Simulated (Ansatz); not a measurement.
# Zn: a line through a two-coordinate scan

Aim: follow the energy of Zn (Fm-3m, No. 225; 1 atom in the cell) along one coordinate, normal strain along z, with the other held at engineering shear strain xy = −14.0 %.

Computed with Ansatz 0.2.0 (DFT PBE, scalar-relativistic, plane waves, PAW, unless a step's input says otherwise).

1 further run of the same task is left out (set aside as unsound or not needed).

## (1) The system as given

It takes space group Fm-3m (No. 225, cubic). The conventional cell has a = 3.929 Å, b = 3.929 Å, c = 3.929 Å, α = 90.00°, β = 90.00°, γ = 90.00°. Zn (site symmetry m-3m) has 12 Zn at 2.78 Å as nearest neighbours.

Coordinates:

```cif
data_structure
_symmetry_space_group_name_H-M 'Fm-3m'
_symmetry_Int_Tables_number 225
_cell_length_a 3.9287
_cell_length_b 3.9287
_cell_length_c 3.9287
_cell_angle_alpha 90.000
_cell_angle_beta 90.000
_cell_angle_gamma 90.000
_cell_volume 60.64
loop_
_atom_site_label
_atom_site_type_symbol
_atom_site_symmetry_multiplicity
_atom_site_Wyckoff_symbol
_atom_site_fract_x
_atom_site_fract_y
_atom_site_fract_z
_atom_site_occupancy
Zn1 Zn 4 a 0.00000 0.00000 0.00000 1
```

It goes back to an entry of the Materials Project, which need not be the stable form.

This cell was relaxed beforehand with the same method: volume 15.16 Å³/atom, gap on the mesh none (metal).

## (2) Plan of the line

The energy is mapped over two homogeneous strains (x along [1 0 0], y along [0 1 0], z along [0 0 1] of the conventional cell).

First coordinate, engineering shear strain xy: 7 values from −14.0 %. Second coordinate, normal strain along z: 7 values from −7.00 %.

Nothing else is relaxed (symmetry fixes all fractional coordinates). Energies count from the relaxed crystal. Points are written as (first, second).

## (3) Grid point (−14.0 %, −7.00 %)

File input.yaml:

```yaml
crystal:
  lattice:
    - [-0.1375037539, 1.9643393415, 1.8268355876]
    - [1.9643393415, -0.1375037539, 1.8268355876]
    - [1.8268355876, 1.8268355876, 0.0]
  atoms:
    - { symbol: Zn, position: [0.0, 0.0, 0.0] }
basis:
  ecutwfc: 520.0
kpoints:
  mp_grid: { grid: [20, 20, 20] }
hamiltonian:
  xc: pbe
scf:
  occupations: { method: gaussian, width: 0.15 }
output:
  forces: true
  stress: true
  eigenvalues: true
```

Command:

```console
$ ansatz run input.yaml --threads 1 --pin off --max-ram 2048MiB --backend cpu --events-out ev --progress --plain --runs-dir out
```

Output (excerpt; [...] marks lines left out):

```text
Warning: RAYON_NUM_THREADS=1 ignored (pool sized by the plan → 1); use --threads N
[...]
Pseudopotentials: kind: paw
Pseudopotential: Zn, paw, valence charge 12, recommended cutoff 420 eV (normal), Zn.paw.azcp
Functional definition: PBE
[...]
Crystal: 1 atoms, lattice volume = 14.029 Å³
Basis set: ecut = 520 eV, 359 PW (Γ), exchange–correlation on 40×40×40 points (8 copies of the dense FFT grid, shifted against one another)
Bands: 10, of which v1, the nominal top of the filled ones, is band 6 counted from 1 (5 counted from 0)
Symmetry: 8 space group operations
Space group: Immm (ITA 71), of the structure as read, at distance tolerance 2.4e-5 Å
k-points: 1166 of 8000
[...]
SCF iter   1: F=—  HF=-3318.985738 eV  |F-HF|=—  |Δ(HF+E_count)|=         —  Δρ=1.59e-3  dr2=1.86e-4  ethr=1.77e-3  ⟨swp⟩=5.0  Hψ=79668  notcnv=0
[...]
SCF iter   6: F=-3318.985776 eV  HF=-3318.985776 eV  |F-HF|=2.77e-11  |Δ(HF+E_count)|=   1.67e-9  Δρ=7.81e-7  dr2=5.95e-11  ethr=9.08e-11  ⟨swp⟩=2.7  Hψ=44728  notcnv=0
[...]
SCF converged after 6 iterations
Free energy (F): -3318.985776 eV
[...]
E sigma→0 (E₀):  -3318.984335 eV
Entropy (-TS):   -0.002883 eV (-2.883 meV/atom)
Fermi energy:    12.263400 eV
[...]
--- Forces (eV/Å), atoms counted from 1 ---
  atom   1  Zn    -0.00000000     0.00000000     0.00000000
[...]
--- Stress (GPa, compression-positive) ---
        7.053754      -0.030916       0.000000
       -0.030916       7.053754       0.000000
        0.000000       0.000000       8.056145
  P = ⅓ Tr σ = 7.3879 GPa (73.879 kbar)
--- Band table (eV; the first three rows and the last of 1166) ---
  k-point 0: bands = ["1.2535", "4.1766", "4.4284", "4.5816", "4.8105", "4.9922", "28.9291", "28.9800", "31.6823", "33.2129"]
[...]
```

It took 10 s on 1 thread of Arm Neoverse V2, shared host; peak memory 0.5 GiB.

That is 26.5 meV/atom from the zero.

## (4) Grid point (−14.0 %, −4.67 %)

input.yaml: that of step 3 with these lines changed.

```diff
@@ -2,4 +2,4 @@
   lattice:
-    - [-0.1375037539, 1.9643393415, 1.8268355876]
-    - [1.9643393415, -0.1375037539, 1.8268355876]
+    - [-0.1375037539, 1.9643393415, 1.8726046943]
+    - [1.9643393415, -0.1375037539, 1.8726046943]
     - [1.8268355876, 1.8268355876, 0.0]
```

Command:

```console
$ ansatz run input.yaml --threads 1 --pin off --max-ram 2048MiB --backend cpu --events-out ev --progress --plain --runs-dir out
```

Output (excerpt; [...] marks lines left out):

```text
Warning: RAYON_NUM_THREADS=1 ignored (pool sized by the plan → 1); use --threads N
[...]
[... 3 set-up lines as earlier in the session ...]
[...]
Crystal: 1 atoms, lattice volume = 14.381 Å³
Basis set: ecut = 520 eV, 367 PW (Γ), exchange–correlation on 48×48×40 points (8 copies of the dense FFT grid, shifted against one another)
Bands: 10, of which v1, the nominal top of the filled ones, is band 6 counted from 1 (5 counted from 0)
[... 2 set-up lines as earlier in the session ...]
k-points: 1166 of 8000
[...]
SCF iter   1: F=—  HF=-3319.000025 eV  |F-HF|=—  |Δ(HF+E_count)|=         —  Δρ=1.61e-3  dr2=2.02e-4  ethr=1.77e-3  ⟨swp⟩=5.0  Hψ=79738  notcnv=0
[...]
SCF iter   6: F=-3318.999989 eV  HF=-3318.999989 eV  |F-HF|=1.21e-10  |Δ(HF+E_count)|=   2.59e-9  Δρ=8.73e-7  dr2=4.96e-11  ethr=2.22e-10  ⟨swp⟩=2.9  Hψ=45164  notcnv=0
[...]
SCF converged after 6 iterations
Free energy (F): -3318.999989 eV
[...]
E sigma→0 (E₀):  -3318.998311 eV
Entropy (-TS):   -0.003355 eV (-3.355 meV/atom)
Fermi energy:    11.852675 eV
[...]
--- Forces (eV/Å), atoms counted from 1 ---
  atom   1  Zn    -0.00000000     0.00000000    -0.00000000
[...]
--- Stress (GPa, compression-positive) ---
        4.896168       0.014150      -0.000000
        0.014150       4.896168       0.000000
       -0.000000       0.000000       5.046472
  P = ⅓ Tr σ = 4.9463 GPa (49.463 kbar)
--- Band table (eV; the first three rows and the last of 1166) ---
  k-point 0: bands = ["1.0625", "3.8746", "4.0550", "4.2670", "4.4978", "4.6156", "28.1397", "28.2856", "30.9427", "32.4412"]
[...]
```

Run time: 11 s. Hardware: 1 thread of Arm Neoverse V2, shared host; peak memory 0.5 GiB.

On the map this point reads 12.2 meV/atom.

## (5) Point (−14.0 %, −2.33 %)

input.yaml: that of step 4 with these lines changed.

```diff
@@ -2,4 +2,4 @@
   lattice:
-    - [-0.1375037539, 1.9643393415, 1.8726046943]
-    - [1.9643393415, -0.1375037539, 1.8726046943]
+    - [-0.1375037539, 1.9643393415, 1.9185702348]
+    - [1.9643393415, -0.1375037539, 1.9185702348]
     - [1.8268355876, 1.8268355876, 0.0]
```

Command:

```console
$ ansatz run input.yaml --threads 1 --pin off --max-ram 2048MiB --backend cpu --events-out ev --progress --plain --runs-dir out
```

Output (excerpt; [...] marks lines left out):

```text
[...]
SCF converged after 6 iterations
Free energy (F): -3319.008399 eV
[...]
E sigma→0 (E₀):  -3319.006679 eV
Entropy (-TS):   -0.003441 eV (-3.441 meV/atom)
Fermi energy:    11.468779 eV
[...]
--- Forces (eV/Å), atoms counted from 1 ---
  atom   1  Zn     0.00000000     0.00000000     0.00000000
[...]
--- Stress (GPa, compression-positive) ---
        2.978411       0.160495       0.000000
        0.160495       2.978411       0.000000
        0.000000       0.000000       2.578383
  P = ⅓ Tr σ = 2.8451 GPa (28.451 kbar)
--- Band table (eV; the first three rows and the last of 1166) ---
  k-point 0: bands = ["0.8808", "3.5865", "3.6976", "3.9661", "4.1949", "4.2535", "27.3894", "27.6387", "30.2519", "31.7072"]
[...]
```

It took 11 s on 1 thread of Arm Neoverse V2, shared host; peak memory 0.5 GiB.

Energy on the map's scale: 3.8 meV/atom.

## (6) Grid point (−14.0 %, 0.00 %)

input.yaml: that of step 5 with these lines changed.

```diff
@@ -2,4 +2,4 @@
   lattice:
-    - [-0.1375037539, 1.9643393415, 1.9185702348]
-    - [1.9643393415, -0.1375037539, 1.9185702348]
+    - [-0.1375037539, 1.9643393415, 1.9643393415]
+    - [1.9643393415, -0.1375037539, 1.9643393415]
     - [1.8268355876, 1.8268355876, 0.0]
```

Command:

```console
$ ansatz run input.yaml --threads 1 --pin off --max-ram 2048MiB --backend cpu --events-out ev --progress --plain --runs-dir out
```

Output (excerpt; [...] marks lines left out):

```text
Warning: RAYON_NUM_THREADS=1 ignored (pool sized by the plan → 1); use --threads N
[...]
[... 3 set-up lines as earlier in the session ...]
[...]
Crystal: 1 atoms, lattice volume = 15.085 Å³
Basis set: ecut = 520 eV, 415 PW (Γ), exchange–correlation on 48×48×40 points (8 copies of the dense FFT grid, shifted against one another)
Bands: 10, of which v1, the nominal top of the filled ones, is band 6 counted from 1 (5 counted from 0)
[... 1 set-up line as earlier in the session ...]
Space group: Immm (ITA 71), of the structure as read, at distance tolerance 2.5e-5 Å
k-points: 1166 of 8000
[...]
SCF iter   1: F=—  HF=-3319.011510 eV  |F-HF|=—  |Δ(HF+E_count)|=         —  Δρ=1.92e-3  dr2=3.19e-4  ethr=1.77e-3  ⟨swp⟩=4.9  Hψ=77825  notcnv=0
[...]
SCF iter   6: F=-3319.011303 eV  HF=-3319.011303 eV  |F-HF|=7.48e-10  |Δ(HF+E_count)|=   1.05e-8  Δρ=3.01e-6  dr2=7.01e-10  ethr=1.98e-10  ⟨swp⟩=2.4  Hψ=43598  notcnv=0
[...]
SCF converged after 6 iterations
Free energy (F): -3319.011303 eV
[...]
E sigma→0 (E₀):  -3319.009736 eV
Entropy (-TS):   -0.003133 eV (-3.133 meV/atom)
Fermi energy:    11.108289 eV
[...]
--- Forces (eV/Å), atoms counted from 1 ---
  atom   1  Zn    -0.00000000     0.00000000     0.00000000
[...]
--- Stress (GPa, compression-positive) ---
        1.610453       0.374367       0.000000
        0.374367       1.610453       0.000000
        0.000000       0.000000       0.068328
  P = ⅓ Tr σ = 1.0964 GPa (10.964 kbar)
--- Band table (eV; the first three rows and the last of 1166) ---
  k-point 0: bands = ["0.7092", "3.3140", "3.3603", "3.6814", "3.9060", "3.9090", "26.6823", "27.0394", "29.6117", "31.0148"]
[...]
```

Wall time 11 s (1 thread of Arm Neoverse V2, shared host); peak memory 0.52 GiB.

That is 0.9 meV/atom from the zero.

## (7) The run at (−14.0 %, 2.33 %)

input.yaml: that of step 6 with these lines changed.

```diff
@@ -2,4 +2,4 @@
   lattice:
-    - [-0.1375037539, 1.9643393415, 1.9643393415]
-    - [1.9643393415, -0.1375037539, 1.9643393415]
+    - [-0.1375037539, 1.9643393415, 2.0101084482]
+    - [1.9643393415, -0.1375037539, 2.0101084482]
     - [1.8268355876, 1.8268355876, 0.0]
```

Command:

```console
$ ansatz run input.yaml --threads 1 --pin off --max-ram 2048MiB --backend cpu --events-out ev --progress --plain --runs-dir out
```

Output (excerpt; [...] marks lines left out):

```text
Warning: RAYON_NUM_THREADS=1 ignored (pool sized by the plan → 1); use --threads N
[...]
[... 3 set-up lines as earlier in the session ...]
[...]
Crystal: 1 atoms, lattice volume = 15.437 Å³
Basis set: ecut = 520 eV, 423 PW (Γ), exchange–correlation on 48×48×40 points (8 copies of the dense FFT grid, shifted against one another)
Bands: 10, of which v1, the nominal top of the filled ones, is band 6 counted from 1 (5 counted from 0)
[... 2 set-up lines as earlier in the session ...]
k-points: 1166 of 8000
[...]
SCF iter   1: F=—  HF=-3319.008816 eV  |F-HF|=—  |Δ(HF+E_count)|=         —  Δρ=1.99e-3  dr2=3.62e-4  ethr=1.77e-3  ⟨swp⟩=4.8  Hψ=77440  notcnv=0
[...]
SCF iter   6: F=-3319.008558 eV  HF=-3319.008558 eV  |F-HF|=2.86e-11  |Δ(HF+E_count)|=   8.07e-9  Δρ=5.96e-7  dr2=2.28e-11  ethr=4.94e-11  ⟨swp⟩=2.4  Hψ=41508  notcnv=0
[...]
SCF converged after 6 iterations
Free energy (F): -3319.008558 eV
[...]
E sigma→0 (E₀):  -3319.007095 eV
Entropy (-TS):   -0.002926 eV (-2.926 meV/atom)
Fermi energy:    10.766292 eV
[...]
--- Forces (eV/Å), atoms counted from 1 ---
  atom   1  Zn     0.00000000     0.00000000    -0.00000000
[...]
--- Stress (GPa, compression-positive) ---
        0.686962       0.473592      -0.000000
        0.473592       0.686962       0.000000
       -0.000000       0.000000      -2.561169
  P = ⅓ Tr σ = -0.3957 GPa (-3.957 kbar)
--- Band table (eV; the first three rows and the last of 1166) ---
  k-point 0: bands = ["0.5462", "3.0383", "3.0525", "3.4081", "3.5777", "3.6271", "26.0123", "26.4791", "29.0146", "30.3577"]
[...]
```

Run time: 12 s. Hardware: 1 thread of Arm Neoverse V2, shared host; peak memory 0.53 GiB.

On the map this point reads 3.7 meV/atom.

## (8) The run at (−14.0 %, 4.67 %)

input.yaml: that of step 7 with these lines changed.

```diff
@@ -2,4 +2,4 @@
   lattice:
-    - [-0.1375037539, 1.9643393415, 2.0101084482]
-    - [1.9643393415, -0.1375037539, 2.0101084482]
+    - [-0.1375037539, 1.9643393415, 2.0560739887]
+    - [1.9643393415, -0.1375037539, 2.0560739887]
     - [1.8268355876, 1.8268355876, 0.0]
@@ -19 +19,5 @@
   eigenvalues: true
+  write_density: true
+  write_potential: true
+  elf: true
+  volumetric_format: npy
```

Command:

```console
$ ansatz run input.yaml --threads 1 --pin off --max-ram 2048MiB --backend cpu --events-out ev --progress --plain --runs-dir out
```

Output (excerpt; [...] marks lines left out):

```text
[...]
SCF converged after 6 iterations
Free energy (F): -3319.000356 eV
[...]
E sigma→0 (E₀):  -3318.998633 eV
Entropy (-TS):   -0.003446 eV (-3.446 meV/atom)
Fermi energy:    10.433548 eV
[...]
--- Forces (eV/Å), atoms counted from 1 ---
  atom   1  Zn     0.00000000     0.00000000     0.00000000
[...]
--- Stress (GPa, compression-positive) ---
       -0.107552       0.537459       0.000000
        0.537459      -0.107552       0.000000
        0.000000       0.000000      -4.781746
  P = ⅓ Tr σ = -1.6656 GPa (-16.656 kbar)
--- Band table (eV; the first three rows and the last of 1166) ---
  k-point 0: bands = ["0.3905", "2.7290", "2.8001", "3.1443", "3.2580", "3.3559", "25.3741", "25.9506", "28.4550", "29.7305"]
[...]
```

Wall time 16 s (1 thread of Arm Neoverse V2, shared host); peak memory 0.51 GiB.

The maps below are laid out on this run's own conventional cell (a, b, c = 2.584, 2.972, 4.112 Å).

Density in a lattice plane of the grid's cell (edges 2.58 and 4.11 Å, at 0.000 of the third edge), which holds Zn.

Values in e/Å³, 12 rows by 8 columns:
```
14.13  5.64  1.07  0.35  0.25  0.35  1.06  5.67
 1.45  0.94  0.43  0.23  0.19  0.23  0.43  0.94
 0.31  0.27  0.20  0.16  0.15  0.16  0.20  0.27
 0.14  0.14  0.14  0.14  0.14  0.14  0.14  0.14
 0.10  0.11  0.12  0.13  0.14  0.13  0.12  0.11
 0.09  0.10  0.11  0.13  0.14  0.13  0.11  0.10
 0.10  0.11  0.12  0.13  0.14  0.13  0.12  0.11
 0.14  0.14  0.14  0.14  0.14  0.14  0.14  0.14
 0.31  0.27  0.20  0.16  0.15  0.16  0.20  0.27
 1.45  0.94  0.43  0.23  0.19  0.23  0.43  0.94
14.13  5.67  1.06  0.35  0.25  0.35  1.07  5.64
45.81 16.19  1.82  0.42  0.26  0.42  1.82 16.19
```
Columns run along the first of these edges and rows up along the second, over one cell in 8 and 12 even steps from the bottom left corner. Atoms in the plane (fractional): Zn at (0.00, 0.00).

ELF in the same plane.

Ten even steps from ' ' (0.00) to '@' (0.39):
```
      ..--++**##%%##**++--..    
    ..::==++**%%@@%%**++==::..  
::::--==++++**%%@@%%**++++==--::
======++++**##@@@@@@##**++++====
++++++++**##%%@@@@@@%%##**++++++
++++++**####%%%%%%%%%%##****++++
++++********##########********++
++++++++++**************++++++++
======++++++++++++++++++++++====
========++++++++++++++++++======
======++++++++++++++++++++++====
++++++++++**************++++++++
++++********##########********++
++++++****##%%%%%%%%%%####**++++
++++++++**##%%@@@@@@%%##**++++++
======++++**##@@@@@@##**++++====
::::--==++++**%%@@%%**++++==--::
    ..::==++**%%@@%%**++==::..  
      ..--++**##%%##**++--..    
        ::==**##%%##**==::      
```
Columns run along the first of these edges and rows up along the second, over one cell in 16 and 20 even steps from the bottom left corner. Atoms in the plane (fractional): Zn at (0.00, 0.00).

Both are smooth fields of the valence electrons: close to the nuclei they are not physical.

On the map this point reads 11.9 meV/atom.

## (9) The run at (−14.0 %, 7.00 %)

File input.yaml:

```yaml
crystal:
  lattice:
    - [-0.1375037539, 1.9643393415, 2.1018430954]
    - [1.9643393415, -0.1375037539, 2.1018430954]
    - [1.8268355876, 1.8268355876, 0.0]
  atoms:
    - { symbol: Zn, position: [0.0, 0.0, 0.0] }
basis:
  ecutwfc: 520.0
kpoints:
  mp_grid: { grid: [20, 20, 20] }
hamiltonian:
  xc: pbe
scf:
  occupations: { method: gaussian, width: 0.15 }
output:
  forces: true
  stress: true
  eigenvalues: true
```

Command:

```console
$ ansatz run input.yaml --threads 1 --pin off --max-ram 2048MiB --backend cpu --events-out ev --progress --plain --runs-dir out
```

Output:

```text
[... 29 lines left out ...]
SCF 1 converged in 6 iterations: F = -3318.987932 eV  dr2 = 3.81e-8
SCF converged after 6 iterations
Free energy (F): -3318.987932 eV
Harris-Foulkes:  -3318.987932 eV  (|F-HF|=3.87e-8)
Internal energy: -3318.984163 eV  (E = F + TS)
E sigma→0 (E₀):  -3318.986048 eV
Entropy (-TS):   -0.003769 eV (-3.769 meV/atom)
Fermi energy:    10.123549 eV
--- Per-component energies (eV) ---
  E_band       = 40.184045
  E_kinetic    = 130.419856
  E_local      = -1575.570307  (includes V_loc(G=0)·N_el)
  E_nonlocal   = 611.280108
  E_hartree    = 659.525587
  E_xc         = -137.304467
  E_vxc        = -52.047784  (∫ρ·V_xc dr)
  E_paw        = -1825.443971  (= ΣΔE_a)
  E_vpaw       = -392.959190  (= ΣTr[D̂ρ^β])
  E_aug_tail   = 0.000024  (compensation charges beyond the density's cutoff)
  E_ewald      = -1181.890992
  E_smearing   = -0.003769  (= −TS)
  E_closure    = 0.000000  (closes the sum)
  Σ components = -3318.987932   (vs F -3318.987932, Δ=0.00e0)
--- Forces (eV/Å), atoms counted from 1 ---
  atom   1  Zn    -0.00000000     0.00000000    -0.00000000
  max |Σ_I F_I| component: 7.40e-32 eV/Å
--- Stress (GPa, compression-positive) ---
       -0.789792       0.608697      -0.000000
        0.608697      -0.789792       0.000000
       -0.000000       0.000000      -6.474259
  P = ⅓ Tr σ = -2.6846 GPa (-26.846 kbar)
--- Band table (eV; the first three rows and the last of 1166) ---
  k-point 0: bands = ["0.2426", "2.4354", "2.5597", "2.8929", "2.9536", "3.0960", "24.7714", "25.4530", "27.9349", "29.1362"]
  k-point 1: bands = ["0.3246", "2.4498", "2.5695", "2.8844", "2.9501", "3.0871", "24.6302", "25.3927", "28.2182", "28.4611"]
  k-point 2: bands = ["0.5680", "2.4896", "2.5967", "2.8630", "2.9414", "3.0624", "24.3199", "25.2283", "26.1946", "28.9536"]
  k-point 1165: bands = ["1.9236", "2.1409", "3.2638", "3.2905", "3.3304", "8.6152", "10.5373", "16.5438", "20.5304", "22.1325"]
```

Wall time 11 s (1 thread of Arm Neoverse V2, shared host); peak memory 0.53 GiB.

Energy on the map's scale: 24.3 meV/atom.

## (10) Results

| normal strain along z (%) | step | energy (meV/atom) | slope (meV/atom per %) | pressure (GPa) |
| --- | --- | --- | --- | --- |
| −7.00 | 3 | 26.5 | −7.6 | 7.4 |
| −4.67 | 4 | 12.2 | −4.8 | 4.9 |
| −2.33 | 5 | 3.8 | −2.4 | 2.8 |
| 0.00 | 6 | 0.9 | −0.1 | 1.1 |
| 2.33 | 7 | 3.7 | 2.4 | −0.4 |
| 4.67 | 8 | 11.9 | 4.5 | −1.7 |
| 7.00 | 9 | 24.3 | 6.1 | −2.7 |

Energies count from the relaxed crystal. Slopes come from the forces (and the stress, where the cell changes), not from differences of energies.

In words: Along the line the energy is lowest at 0.00 %, 0.9 meV/atom from the zero. Energies and slopes round the minimum, fitted together, put the minimum at 0.058 %, with a curvature of about 1 meV/atom per %². Divided by the reference volume, that is a stiffness of about 110 GPa for this pattern of strain. The highest point computed, at −7.00 %, lies 25.5 meV/atom above the lowest. This is one cut through a surface in two coordinates; the map's lowest point lies off it.
